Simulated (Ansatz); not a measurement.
Runs of Ansatz 0.2.0 on Si. It takes space group P6_3/mmc (No. 194, hexagonal). Conventional cell: a = 3.831 Å, b = 3.831 Å, c = 6.333 Å, α = 90.00°, β = 90.00°, γ = 120.00°. Around Si (site symmetry 3m) lie 4 Si at 2.35 to 2.37 Å. This isn't the form of Si at room conditions, which is diamond.

| level | cutoff (eV) | gap on the mesh (eV) | pressure (GPa) | largest force (eV/Å) |
| --- | --- | --- | --- | --- |
| HSEsol | 420 | (c) | -0.9 | 0.09 |
| HSE03 | 420 | 0.83 | 0.5 | 0.08 |
| HF | 420 | (a) | 4.4 | 0.07 |
| r2SCAN0 | 500 | 1.76 | -0.4 | 0.08 |
| r2SCAN50 | 500 | 2.97 | -1.4 | 0.08 |
| PBEsol0 | 420 | 1.60 | -1.1 | 0.08 |
| r2SCANh | 500 | 1.05 | 0.2 | 0.08 |
| PBE0 | 420 | 1.68 | 0.2 | 0.08 |
| HSE06 | 420 | 1.00 | 0.3 | 0.08 |
| B3LYP | 420 | (b) | 2.7 | 0.07 |

Alike in all rows: task band structure; potentials or basis Ansatz PAW; no spin polarisation; cell as given; k mesh 4 × 4 × 2; smearing fermi-dirac 0.05 eV; the mesh is coarse, so values aren't converged.

Problem. Fill in the values left out.

Solution. (a) 6.33; (b) 1.67; (c) 0.92.

Caveats: all runs use coarse meshes; the PAW data sets come from PBE, with cores solved anew for the run's functional, which leaves a small shift of forces and pressure; the thresholds are loose for stress.

